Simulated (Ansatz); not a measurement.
**In: a sweep of LAPW's basis error target**

The task here is to estimate one member of a computed series from the others.

Computed with Ansatz 0.2.0 (DFT, PBE, all-electron LAPW, scalar-relativistic, unless a step's input says otherwise).

1 further run of the same task is left out (set aside as unsound or not needed).

## The structure to begin with

It takes space group Im-3m (No. 229, cubic). The conventional cell has a = 3.814 Å, b = 3.814 Å, c = 3.814 Å, α = 90.00°, β = 90.00°, γ = 90.00°. In (site symmetry m-3m) has 8 In at 3.30 Å as nearest neighbours.

As a file:

```xyz
1
Lattice="-1.9072 1.9072 1.9072 1.9072 -1.9072 1.9072 1.9072 1.9072 -1.9072" Properties=species:S:1:pos:R:3 pbc="T T T"
In    0.0000    0.0000    0.0000
```

The structure (bcc type) was typed from a prototype and relaxed by PAW; whether it is the ground state wasn't tested.

Set-up of the first run:

Input file input.yaml:

```yaml
crystal:
  lattice:
    - [-1.9071639637, 1.9071639637, 1.9071639637]
    - [1.9071639637, -1.9071639637, 1.9071639637]
    - [1.9071639637, 1.9071639637, -1.9071639637]
  atoms:
    - { symbol: In, position: [0.0, 0.0, 0.0] }
kpoints:
  mp_grid: { grid: [15, 15, 15] }
scf:
  occupations: { method: fermi_dirac, width: 0.05 }
hamiltonian:
  xc: pbe
  pseudopotentials: { kind: all_electron, lapw: { basis_error: 0.03 } }
output:
  forces: true
  stress: true
  eigenvalues: true
```

The run is started by

```console
> ansatz run input.yaml --threads 1 --pin off --max-ram 2048MiB --backend cpu --events-out ev --progress --plain --runs-dir out
```

Steps of the session up to this table: With basis error target 0.03 eV/atom; With basis error target 0.01 eV/atom; With basis error target 0.003 eV/atom; With basis error target 0.0001 eV/atom.

One table of the session follows, with a row left open; its other results are not shown here.

```
basis error target (eV/atom)  pressure (GPa)
                        0.03            0.08
                        0.01               ?
                       0.003            0.01
                      0.0001            0.01
```

Q: Estimate the row for basis error target (eV/atom) = 0.01 from the others.

Worked estimate for «pressure (GPa)». A straight line through the neighbours (0.03, 0.08) and (0.003, 0.01) gives 0.08 + (0.01 − 0.08) × (0.01 − 0.03) / (0.003 − 0.03) = 0.03; a parabola fitted to 3 rows on both sides gives 0.02.

As computed: pressure (GPa): 0.03. In «pressure (GPa)» the line misses by 0.00 and the parabola by -0.01.

Energies are those extrapolated to zero smearing.
